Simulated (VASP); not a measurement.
Write the native input for VASP 6.6.1 that does the following.

| Property | Result |
| --- | --- |
| Task | single point |
| Functional | PBE |
| Potentials or basis | VASP PAW PBE potentials, release 64 (Zr_sv_GW, B_GW) |
| Cutoff | 450 eV |
| k mesh | 5 × 5 × 4 |
| Occupations | gaussian, width 0.02 eV |
| Spin | no spin polarisation |
| Further INCAR settings | ALGO = Normal; EDIFF = 1e-06 |

The structure of ZrB2 lies in POSCAR:

```
ZrB2
1.0
    3.1700000000      0.0000000000      0.0000000000
   -1.5850000000      2.7453005300      0.0000000000
    0.0000000000      0.0000000000      3.5330000000
Zr B
1 2
Direct
    0.0000000000      0.0000000000      0.0000000000
    0.6666666667      0.3333333333      0.5000000000
    0.3333333333      0.6666666667      0.5000000000
```

These files were run (other wordings do the same):

INCAR

```
  PREC = Accurate
  ENCUT = 450
  EDIFF = 1E-6
  ISMEAR = 0
  SIGMA = 0.02
  LREAL = False
  LASPH = True
  NELM = 80
  ALGO = Normal
  ISIF = 2
  LWAVE = False
  LCHARG = False
  GGA = PE
```

KPOINTS

```
Automatic mesh
0
Gamma
  5 5 4
```

Potentials or basis: VASP PAW PBE potentials, release 64 (Zr_sv_GW, B_GW).

Run with:

```console
$ cat potpaw_PBE.64/Zr_sv_GW/POTCAR potpaw_PBE.64/B_GW/POTCAR > POTCAR
$ mpirun -np 1 vasp_std > vasp.out
```

It gave:

```yaml
Pressure: 0.4 GPa
Band_gap_on_the_k_mesh: none (metal or under the smearing width)
```

Caveat: the k mesh is coarse (spacing up to 0.46 Å⁻¹), so the values aren't converged.

Run time: 3.7 s on 1 thread of Intel(R) Xeon(R) 6975P-C (Granite Rapids), on a shared host, peak memory 0.14 GiB.
